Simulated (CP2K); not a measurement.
Crystal: HfC.

```
Hf C
1.0
     3.28805    0.00000    0.00000
     1.64402    2.84753    0.00000
     1.64402    0.94918    2.68468
Hf C
1 1
Direct
  0.50000 0.50000 0.50000
  0.00000 0.00000 0.00000
```

Base run:

```yaml
Program: CP2K 2026.2
Functional: PBEsol
Dispersion: D3
Potentials_or_basis: POTENTIAL_UZH Hf GTH-PBE-q12, C GTH-PBE-q4; TZVP-MOLOPT-PBE-GTH basis
Density_cutoff: 6123 eV
k_mesh: 10 × 10 × 10
Occupations: fermi-dirac, width 0.05 eV
Spin: no spin polarisation
```

Its results: band gap on the k mesh none (metal or under the smearing width); pressure -9.8 GPa.

The run is repeated on the same cell with these changes: dispersion from D3 to rVV10. What comes out?

Band gap on the k mesh none (metal or under the smearing width); pressure -6.9 GPa.

Caveats: the potentials were made for another functional, which shifts forces and pressure; the basis of atomic orbitals isn't converged, which shifts pressures, moduli and gaps; pairwise dispersion overbinds metals, which lowers pressure and volume.
